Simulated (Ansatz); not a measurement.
WS2:

```xyz
3
Lattice="1.5790 0.9116 6.1633 -1.5790 0.9116 6.1633 0.0000 -1.8233 6.1633" Properties=species:S:1:pos:R:3 pbc="T T T"
W     0.0000    0.0000    0.0000
S     0.0000    0.0000   10.7427
S     0.0000    0.0000   13.8730
```

Measurements of this composition are mostly on another form, of space group No. 194.

Base run:

| Property | Result |
| --- | --- |
| Program | Ansatz 0.2.0 |
| Functional | PBEsol |
| Potentials or basis | Ansatz PAW |
| Cutoff | 420 eV |
| Density cutoff | 1680 eV |
| k mesh | 10 × 10 × 10 |
| Occupations | fermi-dirac, width 0.05 eV |
| Spin | spin-orbit coupling, no magnetisation |

Its results: band gap on the k mesh 0.88 eV, indirect (least direct gap 1.97 eV); pressure -0.7 GPa; largest force 0.597 eV/Å.

Q: The run is repeated on the same cell with these changes: k mesh from 10 × 10 × 10 to 7 × 7 × 7. What comes out?

A: Band gap on the k mesh 1.01 eV, indirect (least direct gap 2.19 eV); pressure -0.7 GPa; largest force 0.597 eV/Å.

Caveats: the PAW data sets come from PBE, with cores solved anew for the run's functional, which leaves a small shift of forces and pressure; the k mesh misses the band edges, so the gap on the mesh is wider than the one along the path (some runs).

Not every run made on this cell is shown here.
